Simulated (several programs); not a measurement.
What each method gives for N (P4_2/mnm)

N (P4_2/mnm) from a database of computed structures, relaxed with r2SCAN+rVV10 in Ansatz, was computed with several methods. Space group P4_2/mnm (No. 136), tetragonal; conventional cell a = 3.961 Å, c = 5.133 Å, 20.13 Å³ an atom. Around N lie 1 N at 1.09 Å. Spin-unpolarised throughout; all numbers are computed.

```yaml
crystal:
  lattice:
    - [3.96097, 0.00000, 0.00000]
    - [0.00000, 3.96097, 0.00000]
    - [0.00000, 0.00000, 5.13318]
  atoms:
    - { symbol: N, position: [0.90241, 0.90241, 0.00000] }
    - { symbol: N, position: [0.59759, 0.40241, 0.50000] }
    - { symbol: N, position: [0.09759, 0.09759, 0.00000] }
    - { symbol: N, position: [0.40241, 0.59759, 0.50000] }
```

Gaps and times are for a single point on this cell; volume and bulk modulus come from each method's own relaxation or energy curve at fixed shape, which is too stiff where a cell has free coordinates or axes. Times are rough, from shared hosts (Arm Neoverse N1; Arm Neoverse V1), and each method has its own mesh and cell size. A double dagger marks a value from a curve with shape and coordinates held. PM6 (MOPAC), PM7 (MOPAC), GFN1-xTB (tblite), GFN2-xTB (tblite) treat a cluster of cells at its zone centre, which samples few k points: where these miss a band edge, the gap comes out too large for that reason alone. Gaps from k meshes are read at a limited set of points (mesh, symmetry points, PBE's band edges), so each method's own least gap may be somewhat smaller. Force fields have no electrons; where one was fitted to this phase, its volume and modulus reflect the fit. xTB and the PM methods were fitted mostly to molecules, and can miss a solid's gap by electronvolts. Minimal bases can be far off for gaps. Times of the plane-wave ladder aren't listed, since it ran on unlike processors and cards. Curves at held shape can't give the bulk modulus of a layered or molecular crystal, so none is listed. GLLB-SC's gap includes the derivative discontinuity. G0W0 is at finite bands, cutoff and mesh. d marks a direct gap, i an indirect one (no mark: not told apart), a dash a value that wasn't computed or didn't pass its checks.

```json
{"method": "PBE-D3(BJ)", "kind": "semilocal", "gap (eV)": "–", "own volume (Å³/atom)": "22.32", "bulk modulus (GPa)": "–", "atoms computed": "4", "processor time": "–"}
{"method": "r2SCAN+rVV10", "kind": "semilocal", "gap (eV)": "–", "own volume (Å³/atom)": "20.13", "bulk modulus (GPa)": "–", "atoms computed": "4", "processor time": "–"}
{"method": "PBE-D4", "kind": "semilocal", "gap (eV)": "–", "own volume (Å³/atom)": "22.57", "bulk modulus (GPa)": "–", "atoms computed": "4", "processor time": "–"}
{"method": "BN.extep (LAMMPS)", "kind": "force field", "gap (eV)": "–", "own volume (Å³/atom)": "20.36", "bulk modulus (GPa)": "–", "atoms computed": "4", "processor time": "0.13 s"}
{"method": "GaN.tersoff (LAMMPS)", "kind": "force field", "gap (eV)": "–", "own volume (Å³/atom)": "20.36", "bulk modulus (GPa)": "–", "atoms computed": "4", "processor time": "0.13 s"}
{"method": "GaN.sw (LAMMPS)", "kind": "force field", "gap (eV)": "–", "own volume (Å³/atom)": "–", "bulk modulus (GPa)": "–", "atoms computed": "4", "processor time": "0.13 s"}
{"method": "BNC.tersoff (LAMMPS)", "kind": "force field", "gap (eV)": "–", "own volume (Å³/atom)": "–", "bulk modulus (GPa)": "–", "atoms computed": "4", "processor time": "0.14 s"}
{"method": "light PBE (260 eV and a coarse mesh)", "kind": "light plane-wave", "gap (eV)": "6.89 i", "own volume (Å³/atom)": "–", "bulk modulus (GPa)": "–", "atoms computed": "4", "processor time": "0.6 s"}
{"method": "GFN1-xTB (tblite)", "kind": "tight binding", "gap (eV)": "5.78", "own volume (Å³/atom)": "20.34‡", "bulk modulus (GPa)": "–", "atoms computed": "cluster", "processor time": "1.4 s"}
{"method": "non-self-consistent DFTB (CP2K)", "kind": "tight binding", "gap (eV)": "9.07 i", "own volume (Å³/atom)": "20.15", "bulk modulus (GPa)": "–", "atoms computed": "4", "processor time": "1.4 s"}
{"method": "PM6 (MOPAC)", "kind": "semi-empirical", "gap (eV)": "12.76", "own volume (Å³/atom)": "–", "bulk modulus (GPa)": "–", "atoms computed": "cluster", "processor time": "1.5 s"}
{"method": "PM7 (MOPAC)", "kind": "semi-empirical", "gap (eV)": "13.47", "own volume (Å³/atom)": "21.61‡", "bulk modulus (GPa)": "–", "atoms computed": "cluster", "processor time": "1.6 s"}
{"method": "PBE/single zeta (GPAW)", "kind": "small basis", "gap (eV)": "6.01 i", "own volume (Å³/atom)": "–", "bulk modulus (GPa)": "–", "atoms computed": "4", "processor time": "3 s"}
{"method": "PBE", "kind": "semilocal", "gap (eV)": "6.85 i", "own volume (Å³/atom)": "–", "bulk modulus (GPa)": "–", "atoms computed": "4", "processor time": "–"}
{"method": "GFN2-xTB (tblite)", "kind": "tight binding", "gap (eV)": "3.86", "own volume (Å³/atom)": "20.29‡", "bulk modulus (GPa)": "–", "atoms computed": "cluster", "processor time": "4 s"}
{"method": "PBE/SZV (CP2K)", "kind": "small basis", "gap (eV)": "6.19 i", "own volume (Å³/atom)": "–", "bulk modulus (GPa)": "–", "atoms computed": "4", "processor time": "4 s"}
{"method": "LDA", "kind": "semilocal", "gap (eV)": "6.65 i", "own volume (Å³/atom)": "–", "bulk modulus (GPa)": "–", "atoms computed": "4", "processor time": "–"}
{"method": "r2SCAN", "kind": "semilocal", "gap (eV)": "7.49 i", "own volume (Å³/atom)": "–", "bulk modulus (GPa)": "–", "atoms computed": "4", "processor time": "–"}
{"method": "PBE/DZVP (CP2K)", "kind": "small basis", "gap (eV)": "6.89 i", "own volume (Å³/atom)": "21.75‡", "bulk modulus (GPa)": "–", "atoms computed": "4", "processor time": "8.4 s"}
{"method": "GLLB-SC (GPAW)", "kind": "model potential", "gap (eV)": "10.90", "own volume (Å³/atom)": "–", "bulk modulus (GPa)": "–", "atoms computed": "4", "processor time": "14 s"}
{"method": "LC-ωPBE", "kind": "hybrid", "gap (eV)": "15.38 i", "own volume (Å³/atom)": "–", "bulk modulus (GPa)": "–", "atoms computed": "4", "processor time": "–"}
{"method": "PBE0", "kind": "hybrid", "gap (eV)": "9.92 i", "own volume (Å³/atom)": "–", "bulk modulus (GPa)": "–", "atoms computed": "4", "processor time": "–"}
{"method": "HSE06", "kind": "hybrid", "gap (eV)": "9.12 i", "own volume (Å³/atom)": "–", "bulk modulus (GPa)": "–", "atoms computed": "4", "processor time": "–"}
{"method": "DDH-PBE0", "kind": "hybrid", "gap (eV)": "14.14 i", "own volume (Å³/atom)": "–", "bulk modulus (GPa)": "–", "atoms computed": "4", "processor time": "–"}
{"method": "r2SCANh", "kind": "hybrid", "gap (eV)": "8.63 i", "own volume (Å³/atom)": "–", "bulk modulus (GPa)": "–", "atoms computed": "4", "processor time": "–"}
{"method": "G0W0@LDA (140 eV screening cutoff)", "kind": "many-body", "gap (eV)": "12.65", "own volume (Å³/atom)": "–", "bulk modulus (GPa)": "–", "atoms computed": "4", "processor time": "–"}
{"method": "G0W0@HSE06 (140 eV screening cutoff)", "kind": "many-body", "gap (eV)": "13.61", "own volume (Å³/atom)": "–", "bulk modulus (GPa)": "–", "atoms computed": "4", "processor time": "–"}
{"method": "G0W0@r2SCAN (210 eV screening cutoff)", "kind": "many-body", "gap (eV)": "13.35", "own volume (Å³/atom)": "–", "bulk modulus (GPa)": "–", "atoms computed": "4", "processor time": "–"}
{"method": "G0W0@PBE (220 eV screening cutoff)", "kind": "many-body", "gap (eV)": "12.91", "own volume (Å³/atom)": "–", "bulk modulus (GPa)": "–", "atoms computed": "4", "processor time": "–"}
```

Against HSE06 (9.12 eV) and with closed or daggered gaps left aside, the nearest gap at the points sampled is that of non-self-consistent DFTB (CP2K) (-0.05 eV) and the farthest that of LC-ωPBE (+6.26 eV). HSE06 is only a yardstick of convenience: for gaps this wide it usually falls short of measured ones, so a larger value can be the better one.

Relaxed on its own, the cell leaves this structure with GaN.sw (LAMMPS), BNC.tersoff (LAMMPS), so no volume is listed.
